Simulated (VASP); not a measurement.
# TiSi2 under changes of volume

One of the cells (14.260 Å³/atom); the others are scaled copies at fixed shape and fractional positions:

```
Ti Si
1.0
     0.00000    4.14479    4.29113
     2.40534    0.00000    4.29113
     2.40534    4.14479    0.00000
Ti Si
2 4
Direct
  0.75000 0.75000 0.75000
  0.50000 0.50000 0.50000
  0.41257 0.08743 0.41257
  0.08743 0.41257 0.08743
  0.16257 0.83743 0.16257
  0.83743 0.16257 0.83743
```

The cell is a database's computed one.

* Program: VASP 6.6.1
* Functional: PBEsol
* Potentials or basis: VASP PAW PBE potentials, release 64 (Ti_sv, Si)
* Cutoff: 520 eV
* k mesh: 7 × 7 × 7
* Occupations: fermi-dirac, width 0.05 eV
* Spin: no spin polarisation

```csv
volume (Å³/atom),energy over the lowest point (meV/atom),pressure (GPa),largest force (eV/Å)
13.142,?,?,?
13.421,5.17,4.7,0.076
13.701,0.00,1.3,0.062
14.260,6.16,-4.6,0.037
14.540,16.40,-7.1,0.027
14.820,30.76,-9.3,0.017
```

Question: What does the run at 13.142 Å³/atom give?

Answer: Energy over the lowest point 16.67 meV/atom; pressure 8.5 GPa; largest force 0.092 eV/Å.

Worked out: A Birch-Murnaghan fit of order 3 (a polynomial in V^(-2/3)) to the other rows has its minimum at 13.81 Å³/atom with B0 = V·E''(V) = 154 GPa and B' = 4.4 at fixed shape and positions, which overstates the stiffness. It gives 16.65 meV/atom at 13.142 Å³/atom, against the run's 16.67, and -dE/dV = 8.5 GPa, against 8.5.

Energies are extrapolated to zero smearing.

Caveats: the PAW data sets were made with another functional, which shifts forces and pressure a little.
